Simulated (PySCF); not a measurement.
Molecule: SMILES C1CNCCO1, C$_{4}$H$_{9}$NO.

Cartesian coordinates in Å; atom numbers follow the order of the lines, from 1:
```xyz
15

C    -0.999    0.880    0.378
C    -1.211   -0.089   -0.777
O    -0.011   -0.324   -1.469
C     0.999   -0.819   -0.627
C     1.268    0.136    0.528
N     0.064    0.459    1.273
H    -1.933    1.014    0.947
H    -0.729    1.868   -0.037
H    -1.620   -1.047   -0.387
H    -1.931    0.309   -1.509
H     0.708   -1.814   -0.224
H     1.896   -0.961   -1.251
H     1.684    1.075    0.120
H     2.025   -0.284    1.210
H    -0.239   -0.358    1.801
```

Geometry PBE0-D3(BJ)/def2-SVP throughout; GIAO in PySCF, gas phase, one conformer, non-relativistic; equivalent atoms averaged; functional PBE0.

For orientation, 6-31G* gives these shifts δ (against TMS, H2O, NH3 at the same level): C2/C4 64.7, C1/C5 43.9, O3 20.7, N6 29.0, H9/H10/H11/H12 3.33, H7/H8/H13/H14 2.58, H15 -0.13 ppm.

A run gave: C2/C4 71.2, C1/C5 49.2, O3 45.5, N6 48.4, H9/H10/H11/H12 3.38, H7/H8/H13/H14 2.67, H15 0.06 ppm (shifts δ (against TMS, H2O, NH3 at the same level)).

Which basis set was used in that run?
A. STO-3G
B. def2-SVP
C. def2-TZVP
D. 6-31G

## Answers

C. C2/C4 tells them apart best: def2-TZVP gives 71.2, STO-3G gives 50.8, 6-31G gives 64.9, def2-SVP gives 65.2 ppm.
